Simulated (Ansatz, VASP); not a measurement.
**Be: VASP beside Ansatz**

```
CELL_PARAMETERS angstrom
0.00000 1.57842 1.57842
1.57842 0.00000 1.57842
1.57842 1.57842 0.00000
ATOMIC_POSITIONS crystal
Be 0.00000 0.00000 0.00000
```

Change from the starting cell: the structure that the rattled cell fell into.

Alike in both runs: functional PBE; k mesh 30 × 30 × 30; occupations gaussian, width 0.1 eV; no spin polarisation.

Ansatz relaxed the structure, and its values are those at the end. VASP's run is a single point on that final structure, the one shown.

|  | VASP | Ansatz |
| --- | --- | --- |
| version | VASP 6.6.1 | Ansatz 0.2.0 |
| potentials or method | VASP PAW PBE potentials, release 64 (Be) | scalar-relativistic, plane waves, PAW |
| plane-wave cutoff (eV) | 520 | 420 |
| valence electrons in the cell | 2 | 2 |

VASP gave:

```
gap on the k mesh at the Fermi level (eV) : none
pressure (GPa)                            : 0.1
```

**Question.** Which values does Ansatz return?

**Answer.** gap on the k mesh at the Fermi level (eV): none; pressure (GPa): 0.0.

A gap of «none» marks a metal or a gap that the smearing closes.
